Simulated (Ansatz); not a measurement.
**TlCl, response to strain**

Consider TlCl in the CsCl type structure (space group Pm-3m, No. 221; a = 3.769 Å). Axes: x, y, z lie along the cube axes.

Strains are applied to the cell and any free atomic positions relax; under biaxial strain the out-of-plane vector relaxes too.

The values are results of PBEsol (Ansatz, an electronic-structure program, PAW, spin-orbit coupling left out), not measurements.

```tsv
biaxial strain, plane normal [001], relaxed out of plane (%)	band gap (eV)
0	1.79
0.5	?
1	1.74
1.5	1.71
2	1.69
2.5	1.67
3	1.65
```

Q: Fit E_g = E₀ + Dε (ε in %) to the rows shown and predict the withheld row.

A: Least squares on the printed values gives E₀ = 1.79 eV, D = -46.9 meV per % of strain (largest residual 0.01 eV); this predicts 1.76 eV, and the run gives 1.76 eV, in agreement.

With Tl present, leaving out spin-orbit coupling can change the band edges. Stability against distortions was not tested.
